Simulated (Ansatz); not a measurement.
## Nb2NF2 MXene monolayer in a perpendicular field

Aim: how the Nb2NF2 MXene monolayer screens a field along its normal, and what the field does to its bands. A positive field points along +c.

Main program and level: Ansatz 0.2.0; plane-wave DFT, PBE-D3(BJ), Ansatz PAW.

## (1) The structure

The cell holds 5 atoms: 2 F, 2 Nb and 1 N. Cell: a = 3.079 Å, b = 3.079 Å, c = 39.956 Å, α = 90.0°, β = 90.0°, γ = 120.0°. Vacuum lies along c.

## (2) Relaxing the slab

The starting cell is a guess, so the in-plane lattice and the atoms are relaxed first, with the slab cut off from its images along the normal.

input.yaml

```yaml
crystal:
  lattice:
    - [3.079076, 0.0, 0.0]
    - [-1.539538, 2.6665580362, 0.0]
    - [0.0, 0.0, 39.9555570675]
  atoms:
    - { symbol: F, position: [0.3333333333, 0.6666666667, 0.4442435872] }
    - { symbol: Nb, position: [0.6666666667, 0.3333333333, 0.4695931819], spin: 1.0 }
    - { symbol: "N", position: [0.0, 0.0, 0.5] }
    - { symbol: Nb, position: [0.3333333333, 0.6666666667, 0.5304068181], spin: 1.0 }
    - { symbol: F, position: [0.6666666667, 0.3333333333, 0.5557564128] }
  periodic: [true, true, false]
magnetization:
  spin_polarized: true
kpoints:
  mp_grid: { grid: [12, 12, 1] }
hamiltonian:
  xc: pbe
  dispersion: d3bj
scf:
  occupations: { method: fermi_dirac, width: 0.05 }
  convergence: { dr2_threshold: 1.0e-09 }
relax:
  f_tol: 0.004
  max_steps: 90
  cell: {}
output:
  write_potential: true
  write_density: true
  volumetric_format: npy
```

Started as:

```sh
> ansatz run input.yaml --threads 2 --pin off --max-ram 3072MiB --backend cpu --events-out ev --progress --plain --runs-dir out
```

Numbers of over 12 decimals in the logs are rounded to 6 here.

The log of the run:

```text
Warning: relax.cell: scf.convergence.dr2_threshold = 1e-9 eV is looser than the 2.39276660776e-10 eV advised for a relaxation that steers and ends on the stress (1e-10 eV for each atom of the cell: 5, times the square of relax.cell.stress_2d_tol = 0.05 N/m over 14.5 Å (the atoms' height at the walk's start and 5 Å past either face), 3.459e-2 GPa, over a crystal's default 0.05). What an SCF threshold leaves in a stress goes as its square root, and in the free energy as the threshold itself, and one threshold admits the most on a small cell: [figures from the program's tests cut] Set scf.convergence.dr2_threshold to 2.39276660776e-10 eV or tighter. [rest of the remark cut]
Engine: ansatz 0.2.0, x86_64-unknown-linux-gnu
Pseudopotentials: kind: paw
Pseudopotential: F, paw, valence charge 7, recommended cutoff 420 eV (normal), F.paw.azcp
Pseudopotential: Nb, paw, valence charge 13, recommended cutoff 420 eV (normal), Nb.paw.azcp
Pseudopotential: N, paw, valence charge 5, recommended cutoff 420 eV (normal), N.paw.azcp
Functional definition: PBE
  parameter kappa = 0.804
  parameter beta = 0.066725
  exchange = pbe_x(kappa = kappa, mu = beta*pi^2/3)
  correlation = pbe_c(beta = beta)
Crystal: 5 atoms, lattice volume = 328.056 Å³
Basis set: ecut = 420 eV, 6373 PW (Γ), exchange–correlation on 48×48×540 points (8 copies of the dense FFT grid, shifted against one another)
Bands: 29, of which v1, the nominal top of the filled ones, is band 23 counted from 1 (22 counted from 0)
Symmetry: 12 space group operations
Space group: P-3m1 (ITA 164), of the structure as read, at distance tolerance 6.9e-5 Å
Magnetic group: BNS 164.85 (UNI 1315), of the structure as read, at distance tolerance 6.9e-5 Å
k-points: 19 of 144
Non-local potential: F, projectors of the file, l = 0: 2, l = 1: 2, l = 2: 1
Non-local potential: Nb, projectors of the file, l = 0: 3, l = 1: 2, l = 2: 2, l = 3: 1
Non-local potential: N, projectors of the file, l = 0: 2, l = 1: 2, l = 2: 1
PAW form: soft (Blöchl's): semilocal exchange-correlation on the pseudo side does not see the compensation charge
PAW one-centre angular grid: F, 110 points (default); XC on 64 Gauss nodes
PAW one-centre angular grid: Nb, 590 points (default); XC on 64 Gauss nodes
PAW one-centre angular grid: N, 110 points (default); XC on 64 Gauss nodes
Initial density: superposition of atomic densities (neutral atoms: chi_scale 0, normalization atom)
Starting moments: Σ|m| = 2 μB on 2 of 5 sites
Initial wavefunctions: pseudopotential atomic-orbital guess
Functional: x = pbe(κ = 0.804, μ = 0.219515), c = pbe(β = 0.066725)
SCF iter   1: F=—  HF=-11112.593704 eV  |F-HF|=—  |Δ(HF+E_count)|=         —  Δρ=3.68e-2 (↑3.68e-2 ↓3.29e-2)  dr2=2.35e1  dr2_m=8.93e-2  M=1.055 μB ∫|m|=1.067 μB  β_m=0.30  ethr=3.10e-3  ⟨swp⟩=15.1  Hψ=8859  notcnv=0
Mixer restart at iter 1: flushing history
preconditioner: auto → LDOS  [metal: Δε(μ)=0.040 eV  Ē_g=11.273 eV  σ=0.050 eV  W_gap=0.19  n_scr=24 (ndim 8)  ℏωp=10.3 eV  f_vac=0.804  D(μ)=3.43/eV (n_scr^D=16)]
spin=Collinear: LDOS preconditioning applied to the charge; magnetization (m = ρ↑ − ρ↓) channel mixes plain (no charge-response kernel on spin).
SCF iter   2: F=—  HF=-11109.641877 eV  |F-HF|=—  |Δ(HF+E_count)|=    2.95e0  Δρ=2.60e-2 (↑2.60e-2 ↓2.34e-2)  dr2=1.24e1  dr2_m=4.69e-2  M=1.024 μB ∫|m|=1.032 μB  β_m=0.58  ethr=3.10e-3  ⟨swp⟩=3.8  Hψ=2687  notcnv=0  defer=18
SCF iter   3: F=—  HF=-11107.074136 eV  |F-HF|=—  |Δ(HF+E_count)|=    2.57e0  Δρ=5.29e-3 (↑5.28e-3 ↓5.29e-3)  dr2=4.25e-1  dr2_m=4.90e-3  M=0.868 μB ∫|m|=0.871 μB  β_m=0.63  ethr=3.10e-3  ⟨swp⟩=5.4  Hψ=3367  notcnv=0  defer=18
SCF iter   4: F=—  HF=-11107.068336 eV  |F-HF|=—  |Δ(HF+E_count)|=   5.80e-3  Δρ=2.01e-3 (↑1.77e-3 ↓2.01e-3)  dr2=2.89e-2  dr2_m=1.52e-3  M=0.808 μB ∫|m|=0.811 μB  β_m=0.72  ethr=9.45e-4  ⟨swp⟩=3.9  Hψ=2447  notcnv=0  defer=10
SCF iter   5: F=—  HF=-11107.080908 eV  |F-HF|=—  |Δ(HF+E_count)|=         —  Δρ=1.03e-3 (↑9.91e-4 ↓1.03e-3)  dr2=5.57e-3  dr2_m=2.54e-3  M=0.664 μB ∫|m|=0.668 μB  β_m=0.72  ethr=6.42e-5  ⟨swp⟩=5.1  Hψ=3173  notcnv=0  defer=8
SCF iter   6: F=—  HF=-11107.080891 eV  |F-HF|=—  |Δ(HF+E_count)|=   1.71e-5  Δρ=5.33e-4 (↑4.27e-4 ↓5.33e-4)  dr2=4.06e-4  dr2_m=6.07e-4  M=0.630 μB ∫|m|=0.633 μB  β_m=0.86  ethr=1.24e-5  ⟨swp⟩=3.8  Hψ=2469  notcnv=0  defer=7
SCF iter   7: F=—  HF=-11107.081642 eV  |F-HF|=—  |Δ(HF+E_count)|=   7.51e-4  Δρ=1.98e-4 (↑1.98e-4 ↓1.84e-4)  dr2=1.28e-4  dr2_m=8.87e-5  M=0.584 μB ∫|m|=0.587 μB  β_m=0.84  ethr=9.02e-7  ⟨swp⟩=4.0  Hψ=2896  notcnv=0  defer=5
SCF iter   8: F=—  HF=-11107.081697 eV  |F-HF|=—  |Δ(HF+E_count)|=   5.41e-5  Δρ=8.35e-5 (↑8.35e-5 ↓7.90e-5)  dr2=6.18e-6  dr2_m=1.81e-5  M=0.563 μB ∫|m|=0.566 μB  β_m=0.92  ethr=2.84e-7  ⟨swp⟩=3.5  Hψ=2728  notcnv=0  defer=5
SCF iter   9: F=—  HF=-11107.081671 eV  |F-HF|=—  |Δ(HF+E_count)|=   2.59e-5  Δρ=3.00e-5 (↑2.29e-5 ↓3.00e-5)  dr2=2.27e-6  dr2_m=1.42e-6  M=0.542 μB ∫|m|=0.545 μB  β_m=0.96  ethr=1.37e-8  ⟨swp⟩=5.3  Hψ=3378  notcnv=0  defer=5
SCF iter  10: F=—  HF=-11107.081675 eV  |F-HF|=—  |Δ(HF+E_count)|=   4.06e-6  Δρ=1.11e-5 (↑1.11e-5 ↓9.09e-6)  dr2=3.00e-7  dr2_m=2.24e-7  M=0.537 μB ∫|m|=0.540 μB  β_m=0.98  ethr=5.05e-9  ⟨swp⟩=3.6  Hψ=2467  notcnv=0  defer=5
SCF iter  11: F=—  HF=-11107.081676 eV  |F-HF|=—  |Δ(HF+E_count)|=   7.94e-7  Δρ=3.96e-6 (↑3.96e-6 ↓3.19e-6)  dr2=9.03e-8  dr2_m=1.73e-8  M=0.538 μB ∫|m|=0.540 μB  β_m=0.96  ethr=6.67e-10  ⟨swp⟩=4.0  Hψ=2912  notcnv=0  defer=5
SCF iter  12: F=—  HF=-11107.081676 eV  |F-HF|=—  |Δ(HF+E_count)|=   3.68e-7  Δρ=1.32e-6 (↑1.25e-6 ↓1.32e-6)  dr2=1.60e-8  dr2_m=1.56e-9  M=0.537 μB ∫|m|=0.540 μB  β_m=0.87  ethr=2.01e-10  ⟨swp⟩=3.5  Hψ=2481  notcnv=0  defer=5
SCF iter  13: F=—  HF=-11107.081676 eV  |F-HF|=—  |Δ(HF+E_count)|=   5.01e-8  Δρ=5.88e-7 (↑5.88e-7 ↓4.12e-7)  dr2=9.26e-10  dr2_m=4.50e-10  M=0.537 μB ∫|m|=0.540 μB  β_m=0.90  ethr=3.55e-11  ⟨swp⟩=3.6  Hψ=2582  notcnv=0  defer=5
SCF iter  14: F=-11107.081676 eV  HF=-11107.081676 eV  |F-HF|=5.40e-10  |Δ(HF+E_count)|=   2.18e-9  Δρ=1.15e-7 (↑1.15e-7 ↓1.08e-7)  dr2=4.74e-11  dr2_m=2.74e-11  M=0.537 μB ∫|m|=0.540 μB  ethr=2.06e-12  ⟨swp⟩=9.3  Hψ=9498  notcnv=0
SCF 1 converged in 14 iterations: F = -11107.081676 eV  dr2 = 4.74e-11
  greatest PAW one-centre occupation: 0.998 electrons in one spin orbital (limit 2), on the Nb atom at site 3 (counted from 0), in its partial waves of l = 0
[...]
relax step   8: F+E_penalty+E_count = -11109.63549666 eV  Δ(F+E_penalty+E_count) = +5.376e-5 eV  max|allowed force component| = 3.842e-4 eV/Å  Δτ_max = 0.0004 Å  P = +0.002 N/m  Ω = 362.927 Å³  energy of the carried Pulay correction = -1.933e-2 eV  fix = [c, alpha, beta]  reactions: c +0.000 N/m  (6 SCF iters, accepted)
relax step   9: F+E_penalty+E_count = -11109.68032220 eV  Δ(F+E_penalty+E_count) = -4.483e-2 eV  max|allowed force component| = 4.656e-3 eV/Å  Δτ_max = 0.0000 Å  P = +1.033 N/m  Ω = 362.927 Å³  fix = [c, alpha, beta]  reactions: c +0.000 N/m  stress off target by 1.03e0 N/m on what of the cell is left free  SCF on the basis re-selected at this cell (its energy is not comparable with the rows above)  (7 SCF iters)
relax step  10: F+E_penalty+E_count = -11109.68111562 eV  Δ(F+E_penalty+E_count) = -7.934e-4 eV  max|allowed force component| = 2.827e-3 eV/Å  Δτ_max = 0.0077 Å  P = +0.131 N/m  Ω = 365.485 Å³  energy of the carried Pulay correction = -1.515e-3 eV  fix = [c, alpha, beta]  reactions: c +0.000 N/m  (8 SCF iters, accepted)
relax step  11: F+E_penalty+E_count = -11109.68091009 eV  Δ(F+E_penalty+E_count) = +2.055e-4 eV  max|allowed force component| = 2.642e-3 eV/Å  Δτ_max = 0.0017 Å  P = +0.010 N/m  Ω = 365.895 Å³  energy of the carried Pulay correction = -1.766e-3 eV  fix = [c, alpha, beta]  reactions: c +0.000 N/m  (7 SCF iters, accepted)
iter 1 solved again at ethr=7.33e-8 eV; its pass at ethr=3.10e-3 eV (dr2=3.30e-5 eV) is discarded
SCF iter   1: F=—  HF=-11109.682730 eV  |F-HF|=—  |Δ(HF+E_count)|=         —  Δρ=1.76e-5 (↑1.76e-5 ↓1.76e-5)  dr2=6.42e-7  dr2_m=1.22e-11  M=-0.000 μB ∫|m|=0.000 μB  β_m=0.65  ethr=7.33e-8  ⟨swp⟩=8.3  Hψ=14776  notcnv=0
preconditioner: auto → LDOS  [metal: Δε(μ)=0.143 eV  Ē_g=8.845 eV  σ=0.050 eV  W_gap=0.45  n_scr=20 (ndim 8)  ℏωp=9.7 eV  f_vac=0.818  D(μ)=1.59/eV (n_scr^D=10)]
spin=Collinear: LDOS preconditioning applied to the charge; magnetization (m = ρ↑ − ρ↓) channel mixes plain (no charge-response kernel on spin).
SCF iter   2: F=—  HF=-11109.682697 eV  |F-HF|=—  |Δ(HF+E_count)|=   3.32e-5  Δρ=5.96e-6 (↑5.96e-6 ↓5.95e-6)  dr2=1.84e-7  dr2_m=3.80e-12  M=-0.000 μB ∫|m|=0.000 μB  β_m=0.50  ethr=1.43e-9  ⟨swp⟩=3.3  Hψ=2452  notcnv=0
SCF iter   3: F=—  HF=-11109.682715 eV  |F-HF|=—  |Δ(HF+E_count)|=   1.82e-5  Δρ=2.81e-6 (↑2.81e-6 ↓2.81e-6)  dr2=1.36e-8  dr2_m=2.09e-12  M=-0.000 μB ∫|m|=0.000 μB  β_m=0.59  ethr=4.09e-10  ⟨swp⟩=3.1  Hψ=1993  notcnv=0
SCF iter   4: F=—  HF=-11109.682727 eV  |F-HF|=—  |Δ(HF+E_count)|=   1.16e-5  Δρ=7.48e-7 (↑7.46e-7 ↓7.48e-7)  dr2=1.05e-9  dr2_m=3.55e-13  M=-0.000 μB ∫|m|=0.000 μB  β_m=0.59  ethr=3.01e-11  ⟨swp⟩=4.0  Hψ=2770  notcnv=0
SCF iter   5: F=-11109.682729 eV  HF=-11109.682729 eV  |F-HF|=1.95e-7  |Δ(HF+E_count)|=   2.03e-6  Δρ=1.30e-7 (↑1.30e-7 ↓1.30e-7)  dr2=3.94e-11  dr2_m=8.00e-14  M=-0.000 μB ∫|m|=0.000 μB  ethr=2.22e-12  ⟨swp⟩=13.8  Hψ=9868  notcnv=0
the starting moments were not kept: the SCF closed with an absolute magnetisation of 4.0e-7 μB, where they sum to 2 μB in size (2 sites). That is at most 0.1 of that sum. Measured as dr2_m measures the in/out step, that magnetisation stands 2.2e-14 eV from none, at or under the dr2_threshold of 1.0e-9 eV: it is no larger than a step whose dr2_m would equal this threshold.
SCF 12 converged in 5 iterations: F = -11109.682729 eV  dr2 = 3.94e-11
relax step  12: F+E_penalty+E_count = -11109.68272920 eV  Δ(F+E_penalty+E_count) = -1.819e-3 eV  max|allowed force component| = 2.432e-3 eV/Å  Δτ_max = 0.0000 Å  P = +0.025 N/m  Ω = 365.895 Å³  fix = [c, alpha, beta]  reactions: c +0.000 N/m  stress off target by 2.54e-2 N/m on what of the cell is left free  SCF on the basis re-selected at this cell (its energy is not comparable with the rows above)  (5 SCF iters)
basis re-selected at this cell: Δ(F+E_penalty+E_count) = -1.819e-3 eV, ΔP = +0.016 N/m vs the last step (what re-selecting the basis moved, of the pressure what is left beyond the Pulay correction that the steps carried, after the strain that the cell walked since its last selection, with what the two solves' SCF thresholds leave and, on support functions, any second-order correction that the steps lacked; it is no m [...]
WARN: The output density's exchange-correlation potential varies sharply where the density is thin. Do not read a vacuum level from v_tot or v_xc, or from such a field of the output density. On a cell that repeats whose density bears no net charge and no dipole along the vacuum's axis use v_es (v_loc + v_h of the components); under efield.dipole_correction with no amplitude use v_es + v_field, which holds any externa [...]
SCF converged after 5 iterations
Magnetization: -0.0000 μB (22.5000 up, 22.5000 down)
Absolute magnetization: 0.0000 μB (∫|ρ↑−ρ↓|, with the PAW one-centre terms)
Spin contamination: 0.0000 ħ² per cell (⟨S²⟩ above its minimum at these occupations)
Per-site moments (μB) at R_I (Å): [(-6.000752838738437e-9, 0.947267), (-4.1774734632054764e-8, 0.880877), (8.033697365998259e-8, 0.880877), (-4.177473464662167e-8, 0.880877), (-6.000752839649764e-9, 0.947267)]
Free energy (F): -11109.682729 eV
Harris-Foulkes:  -11109.682729 eV  (|F-HF|=1.95e-7)
Internal energy: -11109.669304 eV  (E = F + TS)
E sigma→0 (E₀):  -11109.676017 eV
Entropy (-TS):   -0.013425 eV (-2.685 meV/atom)
Fermi energy:    -3.907921 eV
--- Per-component energies (eV) ---
  E_band       = -1064.989707
  E_kinetic    = 1337.647985
  E_local      = -166161.129076  (includes V_loc(G=0)·N_el)
  E_nonlocal   = 433.123957
  E_hartree    = 82199.594072
  E_xc         = -571.654998
  E_vxc        = -708.196907  (∫ρ·V_xc dr)
  E_paw        = -6674.999855  (= ΣΔE_a)
  E_vpaw       = -365.628462  (= ΣTr[D̂ρ^β])
  E_aug_tail   = 0.004229  (compensation charges beyond the density's cutoff)
  E_ewald      = 78328.898132
  E_disp       = -1.153751  (pairwise vdW)
  E_smearing   = -0.013425  (= −TS)
  E_closure    = 0.000000  (closes the sum)
  Σ components = -11109.682729   (vs F -11109.682729, Δ=0.00e0)
--- Forces (eV/Å), atoms counted from 1 ---
  atom   1  F      0.00000000     0.00000000    -0.00096145
  atom   2  Nb     0.00000000    -0.00000000    -0.00243249
  atom   3  N     -0.00000000     0.00000000     0.00000000
  atom   4  Nb     0.00000000     0.00000000     0.00243249
  atom   5  F      0.00000000    -0.00000000     0.00096145
  max |Σ_I F_I| component: 3.70e-17 eV/Å
--- 2D stress c σ (N/m, compression-positive) ---
        0.025429       0.000000       0.000000
       -0.000000       0.025429       0.000000
        0.000000       0.000000       0.000000
  P = ½ c Tr σ = 0.0254 N/m
--- Band table (eV; the first three rows and the last of 38) ---
  k-point 0 ↑: bands = [... 19 lower, -9.9169, -6.1864, -6.1864, -4.0780, -3.6109, -2.7200, -2.7200, -2.3092, ... 2 higher]
  k-point 1 ↑: bands = [... 19 lower, -9.8859, -6.3235, -6.0542, -4.1294, -3.4364, -2.8298, -2.7268, -2.5429, ... 2 higher]
  k-point 2 ↑: bands = [... 19 lower, -9.8672, -6.6256, -5.6858, -4.3126, -3.3833, -2.6757, -2.5849, -2.4328, ... 2 higher]
  k-point 18 ↓: bands = [... 19 lower, -10.0298, -5.4031, -5.4031, -5.3608, -2.2404, -2.2404, -1.9602, -0.8362, ... 2 higher]
  the weakly bound empty levels are not read free of the cell's end (no_gap_told)
--- Relaxed structure (10 steps of the walk, 8 accepted, 2 SCFs on fresh bases) ---
  F+E_penalty+E_count = -11109.68272920 eV   max|allowed force component| = 2.432e-3 eV/Å   (the final SCF, on the basis selected at the relaxed cell)
  cell:  # Å, volume = 365.8950 Å³
    - [3.251804, 0, 0]
    - [-1.625902, 2.816145, 0]
    - [0, 0, 39.9555570675]
  atoms:
    - { symbol: F, position: [0.333333, 0.666667, 0.441436] }
    - { symbol: Nb, position: [0.666667, 0.333333, 0.474532] }
    - { symbol: N, position: [0, 0, 0.5] }
    - { symbol: Nb, position: [0.333333, 0.666667, 0.525468] }
    - { symbol: F, position: [0.666667, 0.333333, 0.558564] }
```

Elapsed: 2.3 min, on 2 threads of Intel Xeon Platinum 8375C at 2.90GHz (Ice Lake), shared host; peak memory 0.87 GiB; 4.6 min of CPU time.

Relaxation path:

```
step  energy less that of the first step (eV)  largest force component (eV/Å)  volume (Å³)
   1                                   0.0000                          5.9668       328.06
   2                                  -2.1415                          3.3912       341.83
   3                                  -2.0488                          4.0039       352.71
   4                                  -2.5368                          0.4523       355.97
   5                                  -2.5531                          0.0556       360.80
   6                                  -2.5539                          0.0069       362.81
   7                                  -2.5538                          0.0159       362.90
   8                                  -2.5538                          0.0004       362.93
  9*                                  -2.5986                          0.0047       362.93
  10                                  -2.5994                          0.0028       365.49
  11                                  -2.5992                          0.0026       365.90
 12*                                  -2.6011                          0.0024       365.90
```

Relaxation steps marked * repeat the geometry before them on a plane-wave basis chosen anew for their cell, so energy and pressure can jump there. Relaxation steps 3, 7 were tried and not accepted.

Forces are held to the 12 operations that the run works with; a distortion that breaks them can't arise in this run.

```
cell as run  before  after  change
      a (Å)   3.079  3.252  +5.6 %
      b (Å)   3.079  3.252  +5.6 %
```

The atoms that moved most (Å, along periodic axes as changes of fractional coordinates times the final cell, across vacuum about the mean position):

```
atom     dx     dy      dz  length
 Nb2  0.000  0.000   0.197   0.197
 Nb4  0.000  0.000  -0.197   0.197
  F5  0.000  0.000   0.112   0.112
  F1  0.000  0.000  -0.112   0.112
```

The relaxed structure:

```xyz
5
Lattice="3.2518 0.0000 0.0000 -1.6259 2.8161 0.0000 0.0000 0.0000 39.9556" Properties=species:S:1:pos:R:3
F     0.0000    1.8774   17.6378
Nb    1.6259    0.9387   18.9602
N     0.0000    0.0000   19.9778
Nb    0.0000    1.8774   20.9953
F     1.6259    0.9387   22.3177
```

Numbers from this step:

```
energy at zero smearing : -11109.6760 eV
```

The lattice constant a goes from 3.079 to 3.252 Å.

(Continued in part 2 of 2.)

[Logs are printed without paths, hosts, clocks, repeated set-up lines and the standing remarks that a program may print on its own settings, such as how far it seeks lower states.]

[Hosts, paths, dates, database ids (printed as entryN), source tags and the programs' standing remarks are cut or masked in the printed files.]

[Maps of the electrostatic potential energy from Ansatz leave out the sawtooth potential of an applied field or a dipole correction, so their vacuum need not be flat; planar profiles and work functions include it.]
